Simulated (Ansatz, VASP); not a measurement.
## Two plane-wave programs on P

The input INCAR:

```
  PREC = Accurate
  ENCUT = 520
  EDIFF = 1E-6
  ISMEAR = 0
  SIGMA = 0.05
  LREAL = F
  LASPH = T
  NELM = 60
  ALGO = Normal
  ISIF = 2
  LWAVE = F
  LCHARG = F
  GGA = PS
  NBANDS = 12
```

File KPOINTS:

```
Automatic mesh
0
Gamma
  9 9 9
```

The input POSCAR:

```
P
1.0
    1.7257251780      0.9963478961      3.1296800121
   -1.7257251780      0.9963478961      3.1296800121
    0.0000000000     -1.9926957921      3.1296800121
P
2
Direct
    0.7415510000      0.8245840000      0.7219170000
    0.2445530000      0.2587430000      0.2181920000
```

File input.yaml:

```yaml
crystal:
  lattice:
    - [1.725725178, 0.9963478961, 3.1296800121]
    - [-1.725725178, 0.9963478961, 3.1296800121]
    - [0.0, -1.9926957921, 3.1296800121]
  atoms:
    - { symbol: P, position: [0.741551, 0.824584, 0.721917] }
    - { symbol: P, position: [0.244553, 0.258743, 0.218192] }
hamiltonian:
  xc: pbesol
  pseudopotentials: { kind: paw }
kpoints:
  mp_grid: { grid: [9, 9, 9] }
  band_path:
    path:
      - [[0.0, 0.0, 0.0], [0.5, 0.0, 0.0], [0.5, 0.2342330829, -0.2342330829]]
      - [[0.7657669171, 0.5, 0.2342330829], [0.5, 0.5, 0.5], [0.0, 0.0, 0.0], [0.3671165415, 0.0, -0.3671165415]]
      - [[0.6328834585, 0.3671165415, 0.0], [0.5, 0.5, 0.0], [0.6328834585, 0.6328834585, 0.2342330829], [0.5, 0.5, 0.5]]
      - [[0.5, 0.0, 0.0], [0.7657669171, 0.3671165415, 0.3671165415]]
    npoints: 14
scf:
  occupations: { method: gaussian, width: 0.05 }
  n_extra_bands: 6
output:
  forces: true
  stress: true
  eigenvalues: true
  fatbands: true
  write_density: true
  write_potential: true
  elf: true
  volumetric_format: npy
```

Change from the starting cell: atoms moved at random, drawn with an rms of 0.15 Å.

Alike in both runs: functional PBEsol; k mesh 9 × 9 × 9; occupations gaussian, width 0.05 eV; no spin polarisation.

|  | VASP | Ansatz |
| --- | --- | --- |
| version | VASP 6.6.1 | Ansatz 0.2.0 |
| potentials or method | VASP PAW PBE potentials, release 64 (P) | Ansatz PAW |
| plane-wave cutoff (eV) | 520 | 420 |
| valence electrons in the cell | 10 | 10 |
| task | single point | band structure |

```csv
,VASP,Ansatz,Ansatz less VASP
gap on the k mesh at the Fermi level (eV),none,none,-
pressure (GPa),-7.9,-7.9,-0.07
largest component of the traceless stress (GPa),6.23,6.22,-0.008
rms of the force components (eV/Å),0.490,0.475,-0.0146
```

Atom by atom the forces differ by 0.016 eV/Å (rms over components). A gap of «none» marks a metal or a gap that the smearing closes.

Caveats: the PAW data sets were made with another functional, which shifts forces and pressure a little (VASP); the PAW data sets come from PBE, with cores solved anew for the run's functional, which leaves a small shift of forces and pressure (Ansatz).
